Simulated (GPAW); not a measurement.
## zigzag Cr chain, bond 2.497 A: from the magnetic state to anisotropy

One collinear state of zigzag Cr chain, bond 2.497 A is converged, and its anisotropy computed from it.

Main program and level: GPAW 26.7.0; revPBE; plane waves with GPAW's PAW setups, scalar-relativistic.

### 1. The structure

The cell holds 2 atoms: 2 Cr. Its edges and angles: a = 12.000 Å, b = 12.000 Å, c = 2.996 Å, α = 90.0°, β = 90.0°, γ = 90.0°. model lattice. Vacuum lies along a and b. The structure's axis is c.

The settings of this session are not all sound (see the inputs), so it shows what such settings give, not the properties of the crystal.

### 2. Ground-state run

All later steps read the density of this run.

File order2.py:

```python
import json
import numpy as np
from ase import Atoms
from ase.parallel import paropen, parprint
from gpaw import GPAW

atoms = Atoms(['Cr', 'Cr'],
    cell=[[12.0, 0.0, 0.0],
         [0.0, 12.0, 0.0],
         [0.0, 0.0, 2.9964]],
    scaled_positions=[[0.41676667, 0.5, 0.0],
         [0.58323333, 0.5, 0.5]],
    pbc=True,
    magmoms=[2.5, -2.5])
atoms.calc = GPAW(mode={'name': 'pw', 'ecut': 550},
    xc='revPBE',
    kpts={'size': (1, 1, 4), 'gamma': True},
    occupations={'name': 'fermi-dirac', 'width': 0.1},
    convergence={'density': 1e-05, 'energy': 1e-05},
    maxiter=200,
    symmetry={'tolerance': 1e-4},
    txt='order2.txt')
e = atoms.get_potential_energy(force_consistent=True)
res = {'free_energy': e, 'energy_sigma0': atoms.get_potential_energy(), 'fermi_energy': atoms.calc.get_fermi_level()}
res['moments'] = atoms.get_magnetic_moments().tolist()
res['total'] = atoms.get_magnetic_moment()
parprint('site moments (muB):', np.round(res['moments'], 3))
parprint(f"total moment: {res['total']:.3f} muB")
parprint(f'free energy: {e:.6f} eV')
atoms.calc.write('order2.gpw')
with paropen('results.json', 'w') as f:
    json.dump(res, f)
```

Started as:

```console
OMP_NUM_THREADS=1 python3 order2.py > order2.log
```

The program printed:

```text
site moments (muB): [ 3.569 -3.569]
total moment: -0.000 muB
free energy: -13.766606 eV

--- order2.txt ---
Input parameters:
  mode=PW(ecut=550),
  convergence={'density': 1e-05, 'energy': 1e-05},
  kpts=MonkhorstPack(size=(1, 1, 4), gamma=True),
  maxiter=200,
  occupations=Occupations(name='fermi-dirac', width=0.1),
  symmetry=Symmetry(tolerance=0.0001),
  xc=XC(name='revPBE')

Diagonalizing LCAO Hamiltonian
Converting LCAO to pw mode
        .----------------------------.
       /|                            |
      / |                            |
     /  |                            |
    /   .----------------------------.
   /   /                            /
  /   /              Cr            /
 *   /                            /
 |  /            Cr              /
 | /                            /
 |/                            /
 *----------------------------*

Atoms  # Å, Bohr magnetons
|   | symbol |        x |        y |        z |    initial magnetic moments |
|---|--------|----------|----------|----------|-----------------------------|
| 0 |     Cr | 5.001200 | 6.000000 | 0.000000 | ( 0.0000,  0.0000,  2.5000) |
| 1 |     Cr | 6.998800 | 6.000000 | 1.498200 | ( 0.0000,  0.0000, -2.5000) |

Unit cell  # Å
| periodic |         x |         y |        z |   lengths |    angles |
|----------|-----------|-----------|----------|-----------|-----------|
|      yes | 12.000000 |  0.000000 | 0.000000 | 12.000000 | 90.000000 |
|      yes |  0.000000 | 12.000000 | 0.000000 | 12.000000 | 90.000000 |
|      yes |  0.000000 |  0.000000 | 2.996400 |  2.996400 | 90.000000 |

Number of symmetries: 4

BZ-sampling:
  Number of BZ points: 4
  Number of IBZ points: 3

  Monkhorst-Pack size: [1, 1, 4]
  Monkhorst-Pack shift: [0.0, 0.0, 0.125]

Plane wave coefficients: 12724
Cutoff: 550.0 eV

Spin-components: 2 (collinear spins)
Bands:           12
Projectors:      12
Spin-degeneracy: 1
Datatype:        complex128

Parallelization:
  kpt:    1
  domain: 1
  band:   1

Density:
  Valence electrons: 12.0
  Components: 2
  Grid points: [70 70 18]
  Charge: 0.0  # |e|

Potential:
  Grid points: [70 70 18]

[... setups left out ...]
Reference energy: -57171.998407  # eV

eigensolver:
  PPCG
  Converge bands: occupied
  niter=2

density mixing:
  MSR1-Mixer
  Pratt-step length: 0.05
  Maximum mixing coefficient: 0.75
  Old densities: 10
  SVD Regularization: 0.005
  Good broyden scale: 1.0
  Trust region scale: 1.0
  Backstep threshold: 4.0
  History deletion threshold: 6.0
  Fourier metric: weight=20.0, sigma=0.015

occupation numbers:
  Fermi-Dirac:
    width: 0.1000  # eV

poisson solver:
  ecut: 4400.0  # eV

xc functional:
  name: revPBE with 2 nearest neighbor stencil

convergence criteria:
- Maximum integral of absolute [dens]ity change: 1e-05 electrons / valence electron
- Maximum [total energy] change in last 3 cyles: 1e-05 eV / valence electron
- Maximum integral of absolute [eigenst]ate change: 4e-08 eV^2 / valence electron
maximum number of iterations: 200

SCF iterations
|iter     |      energy | eigst |  dens |  magmom |
|---------|-------------|-------|-------|---------|
|iter:   1|       0s |  -15.339951 | +0.41 |       |  +0.0000|
|iter:   2|       2s |  -14.508151 | -1.11 | -0.25 |  -0.0000|
|iter:   3|       4s |  -13.600452 | +0.32 | -0.30 |  +0.0000|
|iter:   4|       6s |  -13.510110 | -0.34 | -0.61 |  +0.0000|
|iter:   5|       8s |  -13.738155 | -1.40 | -0.79 |  +0.0000|
|iter:   6|      10s |  -13.756822 | -1.82 | -1.30 |  +0.0000|
|iter:   7|      12s |  -13.755776 | -2.49 | -1.69 |  -0.0000|
|iter:   8|      14s |  -13.758792 | -2.90 | -1.88 |  +0.0000|
|iter:   9|      16s |  -13.759012 | -3.52 | -2.68 |  -0.0000|
|iter:  10|      18s |  -13.759002 | -4.09 | -2.96 |  +0.0000|
|iter:  11|      21s |  -13.759037c| -4.48 | -3.13 |  -0.0000|
|iter:  12|      23s |  -13.759029c| -5.04 | -3.52 |  +0.0000|
|iter:  13|      25s |  -13.759029c| -5.50 | -3.92 |  -0.0000|
|iter:  14|      27s |  -13.759027c| -6.01 | -4.16 |  -0.0000|
|iter:  15|      29s |  -13.759028c| -6.41 | -4.37 |  +0.0000|
|iter:  16|      31s |  -13.759029c| -6.91 | -4.80 |  -0.0000|
|iter:  17|      33s |  -13.759029c| -7.27 | -4.97 |  -0.0000|
|iter:  18|      35s |  -13.759029c| -7.64c| -5.11c|  -0.0000|

Converged in 18 steps
Energy contributions relative to reference atoms: (reference = -57171.998407)

Energy contributions:
  Kinetic:          -0.995132
  Coulomb:          -2.493771
  Zero:              0.080372
  External:          0.000000
  Xc:              -10.342920
  Entropy:          -0.015154
  Spinorbit:         0.000000
  ----------------------------
  Free energy:     -13.766606
  Extrapolated:    -13.759029

dipole moment: (0.000130, 0.000130, -7.107822)  # |e|*Ang

Total magnetic moment: (0.000000, 0.000000, -0.000000)

Local magnetic moments
|        x |        y |         z |
|----------|----------|-----------|
| 0.000000 | 0.000000 |  3.568796 |  # Cr   0
| 0.000000 | 0.000000 | -3.568796 |  # Cr   1

Fermi level: -2.428
Eigenvalues  # (at kpt = [0.000, 0.000, 0.000])
| band index |      eig [eV] | occ [0-1] |      eig [eV] | occ [0-1] |
|------------|---------------|-----------|---------------|-----------|
|          0 |        -6.243 |     1.000 |        -6.243 |     1.000 |
|          1 |        -4.760 |     1.000 |        -4.760 |     1.000 |
|          2 |        -3.923 |     1.000 |        -3.923 |     1.000 |
|          3 |        -3.771 |     1.000 |        -3.771 |     1.000 |
|          4 |        -3.455 |     1.000 |        -3.455 |     1.000 |
|          5 |        -2.990 |     0.996 |        -2.990 |     0.996 |
|          6 |        -2.790 |     0.974 |        -2.790 |     0.974 |
|          7 |        -1.905 |     0.005 |        -1.905 |     0.005 |
|          8 |        -0.886 |     0.000 |        -0.886 |     0.000 |
|          9 |        -0.330 |     0.000 |        -0.330 |     0.000 |
|         10 |        -0.299 |     0.000 |        -0.299 |     0.000 |
|         11 |        -0.237 |     0.000 |        -0.237 |     0.000 |

No gap
No difference between direct/indirect transitions
```

Run time: 41 s. Hardware: 1 MPI rank of Intel Xeon Platinum 8259CL at 2.50GHz (Skylake/Cascade Lake), shared host; peak memory 0.38 GiB.

Read from the output:

```
magnetization  : 0 μB
final state    : antiferromagnetic
largest moment : 3.569 μB
```

After 18 cycles the largest moment stands at 3.57 μB.

### 3. States for the response

The steps that follow sum over empty states, which the ground-state run does not converge; 13 states a spin are converged here at the frozen density and written with their wave functions.

It starts from the saved density of the lowest of the states tried.

File nscf.py:

```python
from gpaw import GPAW

calc = GPAW('order2.gpw').fixed_density(
    kpts={'size': (1, 1, 6), 'gamma': True},
    nbands=17,
    convergence={'bands': 13, 'eigenstates': 1e-9},
    eigensolver='ppcg',
    parallel={'domain': 1},
    txt='nscf.txt')
calc.write('nscf.gpw', mode='all')
```

Started as:

```console
OMP_NUM_THREADS=1 python3 nscf.py > nscf.log
```

The program printed:

```text
Input parameters:
  mode=PW(ecut=550),
  convergence={'bands': 13, 'eigenstates': 1e-09},
  eigensolver=PPCG(niter=2, min_niter=1, max_buffer_mem=209715200, blocksize=None, rr_modulo=5, include_cg=True, promote_inner_dtype=False, tolerances=None),
  gpts=array([70, 70, 18]),
  kpts=MonkhorstPack(size=(1, 1, 6), gamma=True),
  maxiter=200,
  nbands=17,
  occupations=Occupations(name='fermi-dirac', width=0.1),
  parallel={'domain': 1},
  symmetry=Symmetry(tolerance=0.0001),
  xc=XC(name='revPBE')
```

Run time: 65 s. Hardware: 1 MPI rank; peak memory 0.38 GiB.

### 4. Easy axis by the force theorem

Spin–orbit coupling is added in the basis of the saved states for each direction of the moments. The change in the band energy is the anisotropy energy, with no new self-consistent run.

File anisotropy.py:

```python
import json
import numpy as np
from ase.parallel import paropen, parprint
from gpaw import GPAW
from gpaw.spinorbit import soc_eigenstates

calc = GPAW('nscf.gpw')
angles = [[0.0, 0.0], [90.0, 0.0], [90.0, 90.0], [15.0, 0.0], [30.0, 0.0], [45.0, 0.0], [60.0, 0.0], [75.0, 0.0]]  # theta, phi in degrees
res = {'rows': []}
for scale in [1.0]:
    e0 = None
    for theta, phi in angles:
        soc = soc_eigenstates(calc, n2=13, scale=scale, theta=theta, phi=phi)
        e = soc.calculate_band_energy()
        e0 = e if e0 is None else e0
        orbital = soc.get_orbital_magnetic_moments()
        res['rows'].append([scale, theta, phi, 1000 * (e - e0), orbital.tolist()])
        parprint(f'scale {scale} theta {theta:6.1f} phi {phi:6.1f}  dE = {1000 * (e - e0):9.4f} meV  |L| =', np.round(np.linalg.norm(orbital, axis=1), 4))
with paropen('results.json', 'w') as f:
    json.dump(res, f)
```

Started as:

```console
OMP_NUM_THREADS=1 python3 anisotropy.py > anisotropy.log
```

The program printed:

```text
scale 1.0 theta    0.0 phi    0.0  dE =    0.0000 meV  |L| = [0.0088 0.0088]
scale 1.0 theta   90.0 phi    0.0  dE =   -0.0245 meV  |L| = [0.0136 0.0136]
scale 1.0 theta   90.0 phi   90.0  dE =   -0.3611 meV  |L| = [0.0143 0.0143]
scale 1.0 theta   15.0 phi    0.0  dE =   -0.0016 meV  |L| = [0.0092 0.0092]
scale 1.0 theta   30.0 phi    0.0  dE =   -0.0061 meV  |L| = [0.0102 0.0102]
scale 1.0 theta   45.0 phi    0.0  dE =   -0.0122 meV  |L| = [0.0114 0.0114]
scale 1.0 theta   60.0 phi    0.0  dE =   -0.0184 meV  |L| = [0.0126 0.0126]
scale 1.0 theta   75.0 phi    0.0  dE =   -0.0229 meV  |L| = [0.0133 0.0133]
```

Run time: 3.5 s. Hardware: 1 MPI rank; peak memory 0.22 GiB.

Directions, in the order of the table: z (the chain axis); x; y; 0.17 of the way from z (the chain axis) to x; 0.33 of the way from z (the chain axis) to x; 0.50 of the way from z (the chain axis) to x; 0.67 of the way from z (the chain axis) to x; 0.83 of the way from z (the chain axis) to x.

Theta from the Cartesian z axis, phi from x; spin up lies along the direction. Anisotropy, by row:

| spin-orbit scale | theta (degrees) | phi (degrees) | band energy less the first direction's (meV a cell) | orbital moment of atom 1 along the direction (μB) | sum of orbital moments along the direction (μB a cell) |
| --- | --- | --- | --- | --- | --- |
| 1 | 0 | 0 | 0 | -0.008788 | 0 |
| 1 | 90 | 0 | -0.02452 | -0.01358 | 0 |
| 1 | 90 | 90 | -0.3611 | -0.01431 | 0 |
| 1 | 15 | 0 | -0.001639 | -0.009109 | 0 |
| 1 | 30 | 0 | -0.006118 | -0.009985 | 0 |
| 1 | 45 | 0 | -0.01224 | -0.01118 | 0 |
| 1 | 60 | 0 | -0.01838 | -0.01238 | 0 |
| 1 | 75 | 0 | -0.02287 | -0.01326 | 0 |

### 5. Outcome

| Quantity | Value |
| --- | --- |
| state | antiferromagnetic |
| largest site moment | 3.57 μB |
| spread of the directions' energies | 0.361 meV a cell |
| easiest direction tried | y |

**Reading.** About the antiferromagnetic state the directions differ by 0.361 meV a cell, with y easiest. The anisotropy comes from the force theorem at a frozen potential; it needs a check on a finer mesh, and shape anisotropy is not in it.

[Logs and program files are shortened in this print: banners, set-up blocks, solver, clock and traceback lines can be left out without a mark of their own.]

[Logs are printed without paths, hosts, clocks, repeated set-up lines and the standing remarks that a program may print on its own settings, such as how far it seeks lower states.]

[Hosts, paths, dates, database ids (printed as entryN), source tags and the programs' standing remarks are cut or masked in the printed files.]

[Where a cell is said to come from a database of computed structures, the database is the Materials Project.]
